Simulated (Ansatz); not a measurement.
**Strain response of TaN**

The calculation used DFT r2SCAN, scalar-relativistic, plane waves, PAW in Ansatz 0.2.0. Settings: 500 eV cutoff, 16×16×12 k-mesh, Gaussian smearing of 0.10 eV, no spin polarisation.

Reference structure (relaxed):

```
CELL_PARAMETERS angstrom
2.19827 2.19827 0.00000
-2.19827 2.19827 0.00000
0.00000 0.00000 4.39653
ATOMIC_POSITIONS crystal
Ta 0.50000 0.50000 0.00000
Ta 0.00000 0.00000 0.50000
N 0.00000 0.00000 0.00000
N 0.50000 0.50000 0.50000
```

Deformation: c alone is stretched, the rest of the cell is held and the atoms relax, all within the symmetry that the strain leaves. Energies are extrapolated to zero smearing. On this cell's mesh the reference holds a stress of up to 0.10 GPa.

Spin–orbit coupling is left out, which can shift energies with elements as heavy as these.

```
strain (%)  ΔE (meV/atom) a (Å) b (Å) c (Å)
      -4.5           58.9  3.109  3.109  4.199
      -3.0           23.8  3.109  3.109  4.265
      -1.5            5.5  3.109  3.109  4.331
      +0.0            0.0  3.109  3.109  4.397
      +1.5            4.8  3.109  3.109  4.462
      +3.0           18.5  3.109  3.109  4.528
      +4.5           39.2  3.109  3.109  4.594
```

Question: What stiffness (1/V) d²E/dε² at zero strain does a cubic fit over all points give?

Answer: A cubic fit gives (1/V) d²E/dε² = 734 GPa at zero strain (the elastic constant along c at held a and b).

This rock-salt form isn't the usual stable structure of the compound.